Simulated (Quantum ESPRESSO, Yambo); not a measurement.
# MgO (Fm-3m): G0W0 with Yambo, start to end, part 2 of 3

Wanted: ground state, empty states, screening and self-energy for MgO (Fm-3m).

Quantum ESPRESSO 7.5 and Yambo 5.3.0; PBE and many-body steps on it, plane waves. Known limits of the many-body steps: not at the basis limit; coarse k mesh.

So far. Step 2 (Ground state): The gap is direct, at Γ. Step 3 (Bands along the symmetry lines): The gap is 4.895 eV, as in the run before at this level.

## Step 4: Empty states on the mesh, 4×4×4 mesh, 49 bands

Level of this step: DFT, PBE, plane waves, norm-conserving pseudopotentials (Quantum ESPRESSO).

The sums over transitions need many empty states on a uniform mesh; this step solves for them.

Contents of pw.in:

```
&control
  calculation = 'nscf'
  prefix = 'x'
  outdir = 'o'
  pseudo_dir = 'pseudo'
/
&system
  ibrav = 0
  nat = 2
  ntyp = 2
  ecutwfc = 76.0
  nbnd = 49
  force_symmorphic = .true.
/
&electrons
  conv_thr = 1e-9
  electron_maxstep = 80
  diago_full_acc = .true.
  diago_thr_init = 5e-6
/
ATOMIC_SPECIES
  Mg 24.305 Mg.upf
  O 15.999 O.upf
CELL_PARAMETERS angstrom
  -0.0000000000 2.0970013927 2.0970013927
  2.0970013927 -0.0000000000 2.0970013927
  2.0970013927 2.0970013927 -0.0000000000
ATOMIC_POSITIONS crystal
  Mg 0.0000000000 0.0000000000 0.0000000000
  O 0.5000000000 0.5000000000 0.5000000000
K_POINTS automatic
  4 4 4 0 0 0
```

On the command line:

```console
$ OMP_NUM_THREADS=1 mpirun -n 4 pw.x -nk 4 -in pw.in > pw.out
```

The log of the run:

```text
[banner, memory and clock lines left out]
Program PWSCF v.7.5 starts

     Atomic positions and unit cell read from directory:
     o/x.save/

     Message from routine setup:
     using ibrav=0 with symmetry is DISCOURAGED, use correct ibrav instead

     G-vector sticks info

     bravais-lattice index     =            0
     lattice parameter (alat)  =       5.6042  a.u.
     unit-cell volume          =     124.4580 (a.u.)^3
     number of atoms/cell      =            2
     number of atomic types    =            2
     number of electrons       =        16.00
     number of Kohn-Sham states=           49
     kinetic-energy cutoff     =      76.0000  Ry
     charge density cutoff     =     304.0000  Ry
     Exchange-correlation= PBE
                           (   1   4   3   4   0   0   0)

     celldm(1)=   5.604187  celldm(2)=   0.000000  celldm(3)=   0.000000
     celldm(4)=   0.000000  celldm(5)=   0.000000  celldm(6)=   0.000000

     crystal axes: (cart. coord. in units of alat)
               a(1) = (  -0.000000   0.707107   0.707107 )
               a(2) = (   0.707107  -0.000000   0.707107 )
               a(3) = (   0.707107   0.707107  -0.000000 )

     reciprocal axes: (cart. coord. in units 2 pi/alat)
               b(1) = ( -0.707107  0.707107  0.707107 )
               b(2) = (  0.707107 -0.707107  0.707107 )
               b(3) = (  0.707107  0.707107 -0.707107 )
     Pseudo is Norm-conserving, Zval = 10.0
     Generated using ONCVPSP code by D. R. Hamann
     Using radial grid of 1510 points,  4 beta functions with:
     Pseudo is Norm-conserving + core correction, Zval =  6.0
     Generated using ONCVPSP code by D. R. Hamann
     Using radial grid of  936 points,  5 beta functions with:
     Mg               10.00    24.30500     Mg( 1.00)
     O                 6.00    15.99900     O ( 1.00)

     48 Sym. Ops., with inversion, found

   Cartesian axes

     site n.     atom                  positions (alat units)
         1        Mg     tau(   1) = (   0.0000000   0.0000000   0.0000000  )
         2        O      tau(   2) = (   0.7071068   0.7071068   0.7071068  )

     number of k points=     8
                       cart. coord. in units 2pi/alat
        k(    1) = (   0.0000000   0.0000000   0.0000000), wk =   0.0312500
        k(    2) = (   0.1767767   0.1767767  -0.1767767), wk =   0.2500000
        k(    3) = (  -0.3535534  -0.3535534   0.3535534), wk =   0.1250000
[...]
k(    7) = (  -0.7071068   0.0000000   0.0000000), wk =   0.0937500
        k(    8) = (  -0.7071068   0.3535534   0.0000000), wk =   0.1875000

     Dense  grid:    11113 G-vectors     FFT dimensions: (  32,  32,  32)

     The potential is recalculated from file :
     o/x.save/charge-density

     Starting wfcs are    9 randomized atomic wfcs +   40 random wfcs

     Band Structure Calculation

     End of band structure calculation

          k = 0.0000 0.0000 0.0000 (  1411 PWs)   bands (ev):

   -64.1039 -30.8549 -30.8549 -30.8549  -9.0394   8.2133   8.2133   8.2133
    13.1082  24.2494  24.2494  24.2494  28.0510  30.0888  30.0888  32.7919
    32.7919  32.7919  46.8852  46.8852  46.8852  47.6505  59.3157  59.3157
[...]
92.3242

          k = 0.1768 0.1768-0.1768 (  1390 PWs)   bands (ev):

[...]
94.6608

          k =-0.3536-0.3536 0.3536 (  1404 PWs)   bands (ev):

[...]
69.3887  71.2449  72.8234  75.7820  76.5837  76.5837  81.5574  81.5574
    87.2800  87.8642  89.3628  89.3628  90.7232  90.7232  91.9836 100.8460
   100.8460

          k = 0.3536 0.0000 0.0000 (  1387 PWs)   bands (ev):

     [... further k-points ...]

     highest occupied, lowest unoccupied level (ev):     8.2133   13.1082

     XML data file, pseudopotentials, collected wavefunctions
```

Wall time 1.3 s (4 MPI ranks of Arm Neoverse V1, shared host); peak memory 0.05 GiB; 5 s of CPU time.

This step gave:

```yaml
gap: 4.895 eV
k_of_the_valence_top: 0, 0, 0
k_of_the_conduction_bottom: 0, 0, 0
least_direct_gap: 4.895 eV
k_points_computed: 8
lowest_point_of_the_top_converged_band_above_the_valence_top: 84.1108 eV
```

On this mesh the gap is 4.895 eV.

## Step 5: Conversion and set-up

This step: Yambo 5.3.0; conversion and set-up on PBE, plane waves, norm-conserving pseudopotentials.

The states are converted to the many-body program's format and the q mesh is built.

On the command line:

```console
$ (cd o/x.save; p2y > p2y.log; mv SAVE ../..); yambo > setup.log
```

The log of the run:

```text
 Yambo, version 5.3.0

 [02] CORE Variables Setup
 =========================

  [02.01] Unit cells
  ==================

  Cell kind             :  FCC
  Atoms in the cell     :  Mg  O
  number of Mg atoms    :  1
  number of O  atoms    :  1

  List of atomic masses
  Mass of Mg    :  24.30500
  Mass of O     :  15.99900

  List of atomic coordinates    : [cc]
  Mg1       :  0.000000  0.000000  0.000000  order 1
  O1       :  3.962758  3.962758  3.962758  order 2

  Alat factors          :  3.962758  3.962758  3.962758 [a.u.]
  Direct lattice volume :  124.4580 [a.u.]
  Direct lattice vectors:  A[ 1 ]  A[ 2 ]  A[ 3 ]
   A[ 1 ]: -0.000000  1.000000  1.000000  [iru]
  -0.000000  3.962758  3.962758  [cc]
   A[ 2 ]:  1.000000 -0.000000  1.000000  [iru]
   3.962758 -0.000000  3.962758  [cc]
   A[ 3 ]:  1.000000  1.000000 -0.000000  [iru]
   3.962758  3.962758 -0.000000  [cc]

  Recip. lattice volume :  1.993044 [a.u.]
  Recip. lattice vectors:  B[ 1 ]  B[ 2 ]  B[ 3 ]
   B[ 1 ]: -0.500000  0.500000  0.500000  [iku]
  -0.792779  0.792779  0.792779  [cc]
   B[ 2 ]:  0.500000 -0.500000  0.500000  [iku]
   0.792779 -0.792779  0.792779  [cc]
   B[ 3 ]:  0.500000  0.500000 -0.500000  [iku]
   0.792779  0.792779 -0.792779  [cc]

  [02.02] Symmetries
  ==================

  Inversion symmetry    : yes
  Spatial inversion     : yes
  Inversion index       :  25
  K-space Time-reversal : no
  Magnetic symmetries   : no
  Group table correct   : yes
  Symmetries units      :  [cc]

   [S  1]:   1.0000      0.15689E-16  0.15689E-16  0.15689E-16   1.0000     -0.15689E-16 -0.15689E-16 -0.15689E-16   1.0000
   [S  2]:  -1.0000     -0.15689E-16  0.15689E-16 -0.15689E-16  -1.0000     -0.15689E-16  0.15689E-16  0.15689E-16   1.0000
   [S  3]:  -1.0000      0.15689E-16 -0.15689E-16 -0.15689E-16   1.0000      0.15689E-16  0.15689E-16 -0.15689E-16  -1.0000
[...]
[... 36 further rows ...]
   [S 47]:  0.15689E-16   1.0000     -0.15689E-16 -0.15689E-16  0.15689E-16  -1.0000       1.0000     -0.15689E-16  0.15689E-16
   [S 48]:  0.15689E-16  -1.0000      0.15689E-16 -0.15689E-16 -0.15689E-16   1.0000       1.0000      0.15689E-16 -0.15689E-16

  [02.03] Reciprocal space
  ========================

  nG shells         :  163
  nG charge         :  11113
  nG WFs            :  1822
  nC WFs            :  1411
  G-vecs. in first 16 shells:  [ Number ]
     1    9   15   27   51   59   65   89  113
   137  169  181  229  259  283  307
  ...
  Shell energy in first 16 shells:  [ mHa ]
    0.00000      942.748      1257.00      2514.00      3456.74      3770.99      5027.99      5970.74      6284.99
    7541.99      8484.74      10056.0      10998.7      11313.0      12570.0      13512.7
  ...

  [02.04] K-grid lattice
  ======================

  Compatible Grid is   : 3D
  Base K vectors       :  K_min[ 1 ]  K_min[ 2 ]  K_min[ 3 ]
[...]
BZ  K-points                                      :   64

  K/Q-points units:
  rlu = crystal or reduced units; cc = cartesian coordinates; iku = interal k-units

  K [1]          [rlu]:  0.000000  0.000000  0.000000
         WF components:  1411
  K [2]          [rlu]: -0.65702E-17 -0.65702E-17  0.25000
         WF components:  1390
  K [3]          [rlu]:  0.13140E-16  0.13140E-16 -0.50000
         WF components:  1404
  K [4]          [rlu]: -0.13557E-17  0.25000      0.25000
         WF components:  1387
  K [5]          [rlu]: -0.21291E-16  0.25000     -0.50000
         WF components:  1400
  [... 2 further k-points ...]
  K [8]          [rlu]:  0.250000 -0.500000 -0.250000
         WF components:  1384

  [02.05] Energies & Occupations
  ==============================

  [X] === General ===
  [X] Electronic Temperature                        :  0.000000  0.000000 [eV K]
  [X] Bosonic    Temperature                        :  0.000000  0.000000 [eV K]
  [X] Finite Temperature mode                       : no
  [X] El. density                                   :  0.86755E+24 [cm-3]
  [X] Fermi Level                                   :  8.213328 [eV]

  [X] === Gaps and Widths ===
  [X] Conduction Band Min                           :  4.894827 [eV]
  [X] Valence Band Max                              :  0.000000 [eV]
  [X] Filled Bands                                  :   8
  [X] Empty Bands                                   :    9   49
  [X] Direct Gap                                    :  4.894827 [eV]
  [X] Direct Gap localized at k                     :  1
  [X] Indirect Gap                                  :  4.894827 [eV]
  [X] Indirect Gap between kpts                     :  1  1
  [X] Last valence band width                       :  1.776113 [eV]
  [X] 1st conduction band width                     :  6.880121 [eV]

  E @ K [1]:  [eV]
   -72.317      -39.068      -39.068      -39.068      -17.253     -0.87630E-09 -0.49794E-09   0.0000
    4.89483  16.03604  16.03604  16.03604  19.83771  21.87550  21.87550  24.57858
  occ @ K [1]
   2.000000  2.000000  2.000000  2.000000  2.000000  2.000000  2.000000  2.000000
[...]
E @ K [2]:  [eV]
[...]
occ @ K [2]
[...]
E @ K [3]:  [eV]
[...]
occ @ K [3]
[...]
E @ K [4]:  [eV]
[...]
occ @ K [4]
[...]
E @ K [5]:  [eV]
[...]
occ @ K [5]
[...]
[... 2 further k-points ...]
  E @ K [8]:  [eV]
[...]
occ @ K [8]
   2.000000  2.000000  2.000000  2.000000  2.000000  2.000000  2.000000  2.000000
   0.000000  0.000000  0.000000  0.000000  0.000000  0.000000  0.000000  0.000000

 [03] Transferred momenta grid and indexing
 ==========================================

 IBZ Q-points                                      :   8
 BZ  Q-points                                      :   64

 K/Q-points units:
 rlu = crystal or reduced units; cc = cartesian coordinates; iku = interal k-units

 Q [1]          [rlu]:  0.000000  0.000000  0.000000
 Q [2]          [rlu]: -0.65702E-17 -0.65702E-17  0.25000
 Q [3]          [rlu]:  0.13140E-16  0.13140E-16 -0.50000
[...]
Q [7]          [rlu]:  0.27115E-17 -0.50000     -0.50000
 Q [8]          [rlu]:  0.250000 -0.500000 -0.250000

  [03.01] X indexes
  =================

   [03.01.01] Sigma indexes
   ========================

 [06] Game Over & Game summary
```

Elapsed: 1.8 s, on 1 MPI rank; peak memory 0.23 GiB.

(Part 2 of 3 ends here.)

[Paths, hosts, dates, memory and timing lines, banners, echoed tables and standing remarks are left out of the program output.]

[Logs are printed without paths, hosts, clocks, repeated set-up lines and the standing remarks that a program may print on its own settings, such as how far it seeks lower states.]

[Runs of the session that timed out or met a known fault of the program may be left out.]

[Hosts, paths, dates, database ids (printed as entryN), source tags and the programs' standing remarks are cut or masked in the printed files.]
